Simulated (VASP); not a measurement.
# Zr in VASP: work function with PBE

Aim: the work function of Zr with PBE.

Everything below comes from runs of VASP 6.6.1. Logs are shortened: lines on timing, memory, paths and dates and some standing lists are left out, and cuts for length are marked.

## 1. The cell of the first run

The cell holds a slab with vacuum, 5 atoms: a = 3.135 Å, b = 3.135 Å, c = 25.239 Å, α = 90.00°, β = 90.00°, γ = 109.47°.

The slab is cut from a database's or a generator's crystal, which needn't be the stable form of the element.

## 2. Work function, PBE (the (1 1 0) slab of Zr, cut from the database cell, not relaxed)

File INCAR:

```
SYSTEM = Zr
ALGO = Normal
DIPOL = 0.5 0.5 0.500
EDIFF = 1E-6
ENCUT = 520
GGA = PE
IDIPOL = 3
ISIF = 2
ISMEAR = 0
LASPH = .True.
LCHARG = .True.
LDIPOL = .True.
LELF = .True.
LREAL = .False.
LVACPOTAV = .True.
LVHAR = .True.
LWAVE = .False.
NELM = 80
PREC = Accurate
SIGMA = 0.05
```

File KPOINTS:

```
k-points
0
Gamma
  9 9 1
  0 0 0
```

File POSCAR:

```
Zr
1.0
    3.1350119617      0.0000000000      0.0000000000
   -1.0450039872      2.9557176230      0.0000000000
    0.0000000000      0.0000000000     25.2389061916
Zr
5
Direct
    0.5000000000      0.5000000000      0.2971602629
    0.0000000000      0.0000000000      0.3985801315
    0.5000000000      0.5000000000      0.5000000000
    0.0000000000      0.0000000000      0.6014198685
    0.5000000000      0.5000000000      0.7028397371
```

Potentials or basis: VASP PAW PBE potentials, release 64 (Zr_sv).

Run with:

```console
cat potpaw_PBE.64/Zr_sv/POTCAR > POTCAR
mpirun -np 1 vasp_std > vasp.out
```

OUTCAR:

```text
SYSTEM = Zr
   EDIFF = 1E-6
   ENCUT = 520
   GGA = PE
   ISIF = 2
   ISMEAR = 0
   LASPH = .True.
   LREAL = .False.
   NELM = 80
   PREC = Accurate

 ion  position               nearest neighbor table
   1  0.500  0.500  0.297-   2 3.14   2 3.14   2 3.62   2 3.62
   2  0.000  0.000  0.399-   3 3.14   3 3.14   1 3.14   1 3.14   3 3.62   3 3.62   1 3.62   1 3.62

   3  0.500  0.500  0.500-   2 3.14   4 3.14   2 3.14   4 3.14   2 3.62   4 3.62   2 3.62   4 3.62

   4  0.000  0.000  0.601-   3 3.14   3 3.14   5 3.14   5 3.14   3 3.62   3 3.62   5 3.62   5 3.62

   5  0.500  0.500  0.703-   4 3.14   4 3.14   4 3.62   4 3.62

  LATTYP: Found a base centered orthorhombic cell.
 ALAT       =     3.6200000001
 B/A-ratio  =     1.4142135624
 C/A-ratio  =     6.9720735335

  Lattice vectors:

 A1 = (   3.1350119617,   0.0000000000,   0.0000000000)
 A2 = (  -1.0450039872,   2.9557176230,   0.0000000000)
 A3 = (   0.0000000000,   0.0000000000,  25.2389061916)

Analysis of symmetry for initial positions (statically):
=====================================================================
 Subroutine PRICEL returns:
 Original cell was already a primitive cell.

 Routine SETGRP: Setting up the symmetry group for a
 base centered orthorhombic supercell.

 Subroutine GETGRP returns: Found  8 space group operations
 (whereof  8 operations were pure point group operations)
 out of a pool of  8 trial point group operations.

The static configuration has the point symmetry D_2h.

Analysis of symmetry for dynamics (positions and initial velocities):
=====================================================================
 Subroutine PRICEL returns:
 Original cell was already a primitive cell.

 Routine SETGRP: Setting up the symmetry group for a
 base centered orthorhombic supercell.

 Subroutine GETGRP returns: Found  8 space group operations
 (whereof  8 operations were pure point group operations)
 out of a pool of  8 trial point group operations.

The dynamic configuration has the point symmetry D_2h.

 Subroutine INISYM returns: Found  8 space group operations
 (whereof  8 operations are pure point group operations),
 and found     1 'primitive' translations

----------------------------------------------------------------------------------------

                                     Primitive cell

  volume of cell :     233.8690

  direct lattice vectors                    reciprocal lattice vectors
     3.135011962  0.000000000  0.000000000     0.318978049  0.112775771  0.000000000
    -1.045003987  2.955717623  0.000000000     0.000000000  0.338327313  0.000000000
     0.000000000  0.000000000 25.238906192     0.000000000  0.000000000  0.039621368

  length of vectors
     3.135011962  3.135011962 25.238906192     0.338327313  0.338327313  0.039621368

  position of ions in fractional coordinates (direct lattice)
     0.500000000  0.500000000  0.297160263
     0.000000000  0.000000000  0.398580131
     0.500000000  0.500000000  0.500000000
     0.000000000  0.000000000  0.601419869
     0.500000000  0.500000000  0.702839737

  ion indices of the primitive-cell ions
   primitive index   ion index
                 1           1
                 2           2
                 3           3
                 4           4
                 5           5

----------------------------------------------------------------------------------------

 KPOINTS: k-points

Automatic generation of k-mesh.
 Grid dimensions read from file:
 generate k-points for:    9    9    1

 Generating k-lattice:

  Cartesian coordinates                     Fractional coordinates (reciprocal lattice)
     0.035442005  0.012530641  0.000000000     0.111111111 -0.000000000  0.000000000
     0.000000000  0.037591924  0.000000000     0.000000000  0.111111111  0.000000000
     0.000000000  0.000000000  0.039621368     0.000000000  0.000000000  1.000000000

  Length of vectors
     0.037591924  0.037591924  0.039621368

  Shift w.r.t. Gamma in fractional coordinates (k-lattice)
     0.000000000  0.000000000  0.000000000

 Subroutine IBZKPT returns following result:
 ===========================================

 Found     25 irreducible k-points:

 Following reciprocal coordinates:
            Coordinates               Weight
  0.000000  0.000000  0.000000      1.000000
  0.111111  0.000000  0.000000      4.000000
  0.222222  0.000000  0.000000      4.000000
  0.333333  0.000000  0.000000      4.000000
  0.444444  0.000000  0.000000      4.000000
  0.111111  0.111111  0.000000      2.000000
[... 16 lines left out ...]
 -0.333333  0.333333  0.000000      2.000000
  0.444444  0.444444  0.000000      2.000000
   k-points           NKPTS =     25   k-points in BZ     NKDIM =     25   number of bands    NBANDS=     36
   number of dos      NEDOS =    301   number of ions     NIONS =      5
   total plane-waves  NPLWV = 110592
   dimension x,y,z NGX =    24 NGY =   24 NGZ =  192
   dimension x,y,z NGXF=    48 NGYF=   48 NGZF=  384
   ions per type =               5
   NGX,Y,Z   is equivalent  to a cutoff of  12.73, 12.73, 12.65 a.u.
   NGXF,Y,Z  is equivalent  to a cutoff of  25.45, 25.45, 25.29 a.u.
 SYSTEM =  Zr
   PREC   = accura    normal or accurate (medium, high low for compatibility)
   ISTART =      0    job   : 0-new  1-cont  2-samecut
   ICHARG =      2    charge: 1-file 2-atom 10-const
   ISPIN  =      1    spin polarized calculation?
   LNONCOLLINEAR =      F non collinear calculations
   LSORBIT =      F    spin-orbit coupling
   LASPH  =      T    aspherical Exc in radial PAW
   ENCUT  =  520.0 eV  38.22 Ry    6.18 a.u.   5.83  5.83 46.93*2*pi/ulx,y,z
   NELM   =     80;   NELMIN=  2; NELMDL= -5     # of ELM steps
   EDIFF  = 0.1E-05   stopping-criterion for ELM
   LREAL  =      F    real-space projection
   EDIFFG = 0.1E-04   stopping-criterion for IOM
   NSW    =      0    number of steps for IOM
   IBRION =     -1    ionic relax: 0-MD 1-quasi-New 2-CG
   NFREE  =      0    steps in history (QN), initial steepest desc. (CG)
   ISIF   =      2    stress and relaxation
   ISYM   =      2    0-nonsym 1-usesym 2-fastsym
   POTIM  = 0.5000    time-step for ionic-motion
   TEBEG  =    0.0;   TEEND  =   0.0 temperature during run
   PSTRESS=    0.0 pullay stress
   NELECT =      60.0000    total number of electrons
   NUPDOWN=      -1.0000    fix difference up-down
   EMIN   =  10.00;   EMAX   =-10.00  energy-range for DOS
   EFERMI =   0.00;   METHOD = LEGACY
   ISMEAR =     0;   SIGMA  =   0.05  broadening in eV -4-tet -1-fermi 0-gaus
   EFERMI_NEDOS =   21; number of points for ismear=-14 and -15
   IALGO  =     38    algorithm
   IMIX   =      4    mixing-type and parameters
     AMIX     =   0.40;   BMIX     =  1.00
     AMIX_MAG =   1.60;   BMIX_MAG =  1.00
  volume/ion in A,a.u.               =      46.77       315.65
  Fermi-wavevector in a.u.,A,eV,Ry     =   1.040242  1.965772 14.722909  1.082103
  Thomas-Fermi vector in A             =   2.174809
   LORBIT       =      0    0 simple, 1 ext, 2 COOP (PROOUT), +10 PAW based schemes
   GGA     = PE    functional components
   LHFCALC =     F    Hartree Fock is set to
   AEXX    =    0.0000 exact exchange contribution
   IVDW    =     0    specifies the selected vdW correction
   LEPSILON=     F    determine dielectric tensor
   LRPA    =     F    only Hartree local field effects (RPA)
 non-spin polarized calculation
 Gauss-broadening in eV      SIGMA  =   0.05
  energy-cutoff  :      520.00
  volume of cell :      233.87
 maximum number of plane-waves:      6346
   NGX = 11   NGY = 11   NGZ = 93

 number of electron      60.0000001 magnetization

 dipolmoment           0.000000      0.000000      0.000000 electrons x Angstroem

 Free energy of the ion-electron system (eV)
  ---------------------------------------------------
  ext. energy  EPLUGINS =         0.00000000
  ---------------------------------------------------
  free energy    TOTEN  =       -40.33363381 eV

  energy without entropy =      -40.31769574  energy(sigma->0) =      -40.32566478

 E-fermi :   2.4527     XC(G=0):  -6.3842

 val. band max:        2.4518586950   @ k =  -0.1111   0.1111   0.0000
 cond. band min:       2.4593803443   @ k =   0.3333   0.2222   0.0000
 fundamental gap:      0.0075216493
 Fermi energy:         2.4526766145

 k-point     1 :       0.0000    0.0000    0.0000
  band No.  band energies     occupation
      1     -46.3887      2.00000
      2     -46.3887      2.00000
      3     -46.0337      2.00000
      4     -45.9782      2.00000
      5     -45.9341      2.00000
      6     -24.6087      2.00000
[... 28 lines left out ...]
     35       3.5144      0.00000
     36       3.7014      0.00000

 k-point     2 :       0.1111    0.0000    0.0000
  band No.  band energies     occupation
      1     -46.3804      2.00000
      2     -46.3804      2.00000
      3     -46.0229      2.00000
      4     -45.9703      2.00000
      5     -45.9291      2.00000
      6     -24.5870      2.00000
[... 28 lines left out ...]
     35       3.3178      0.00000
     36       3.6403      0.00000

 k-point     3 :       0.2222    0.0000    0.0000
  band No.  band energies     occupation
      1     -46.3593      2.00000
      2     -46.3592      2.00000
      3     -45.9942      2.00000
      4     -45.9505      2.00000
      5     -45.9173      2.00000
      6     -24.5368      2.00000
[... 28 lines left out ...]
     35       2.8988      0.00000
     36       4.1561      0.00000
[... 742 lines left out ...]
 k-point    23 :      -0.3333    0.3333    0.0000
  band No.  band energies     occupation
      1     -46.2993      2.00000
      2     -46.2993      2.00000
      3     -45.9342      2.00000
      4     -45.8896      2.00000
      5     -45.8556      2.00000
      6     -24.5411      2.00000
[... 28 lines left out ...]
     35       4.2908      0.00000
     36       4.5098      0.00000

 k-point    24 :       0.4444    0.4444    0.0000
  band No.  band energies     occupation
      1     -46.2714      2.00000
      2     -46.2714      2.00000
      3     -45.9005      2.00000
      4     -45.8623      2.00000
      5     -45.8343      2.00000
      6     -24.6990      2.00000
[... 28 lines left out ...]
     35       4.3339      0.00000
     36       4.8904      0.00000

 [... further k-points ...]
[... 5 lines left out ...]
  --------------------------------------------------------------------------------------
  -------------------------------------------------------------------------------------
  Total       -4.9657565     -5.1672296     -3.5976976     -0.2849260      0.0000000      0.0000000
  in kB      -34.0191400    -35.3993813    -24.6469151     -1.9519559      0.0000000      0.0000000
  external PRESSURE =     -31.3551454 kB  Pullay stress =       0.0000000 kB

 VOLUME and BASIS-vectors are now :
 -----------------------------------------------------------------------------
  energy-cutoff  :      520.00
  volume of cell :      233.87
      direct lattice vectors                 reciprocal lattice vectors
     3.135011962  0.000000000  0.000000000     0.318978049  0.112775771  0.000000000
    -1.045003987  2.955717623  0.000000000     0.000000000  0.338327313  0.000000000
     0.000000000  0.000000000 25.238906192     0.000000000  0.000000000  0.039621368

 POSITION                                       TOTAL-FORCE (eV/Angst)
 -----------------------------------------------------------------------------------
      1.04500      1.47786      7.50000        -0.000000      0.000000      0.594191
      0.00000      0.00000     10.05973         0.000000      0.000000     -0.493505
      1.04500      1.47786     12.61945         0.000000      0.000000      0.000000
      0.00000      0.00000     15.17918         0.000000      0.000000      0.493505
      1.04500      1.47786     17.73891        -0.000000     -0.000000     -0.594191
 -----------------------------------------------------------------------------------
    total drift:                                0.000000      0.000000     -0.000000

  FREE ENERGIE OF THE ION-ELECTRON SYSTEM (eV)
  ---------------------------------------------------
  free  energy   TOTEN  =       -40.3336338118 eV

  energy  without entropy=      -40.3176957405  energy(sigma->0) =      -40.32566478

 vacuum level on the upper side and lower side of the slab         6.510         6.510
```

Run time: 4.2 min. Hardware: 1 thread of AMD EPYC 9R45 (Zen 5), shared host; peak memory 0.35 GiB.

Results:

- Free energy: -40.3336 eV
- Largest force: 0.594 eV/Å
- Band gap on the k mesh: none (metal or under the smearing width)
- Work function of the upper face: 4.06 eV
- Work function of the lower face: 4.06 eV

Forces in eV/Å, atoms in the order of the input:
```
Zr   0.000  0.000  0.594
Zr   0.000  0.000 -0.494
Zr   0.000  0.000  0.000
Zr   0.000  0.000  0.494
Zr   0.000  0.000 -0.594
```
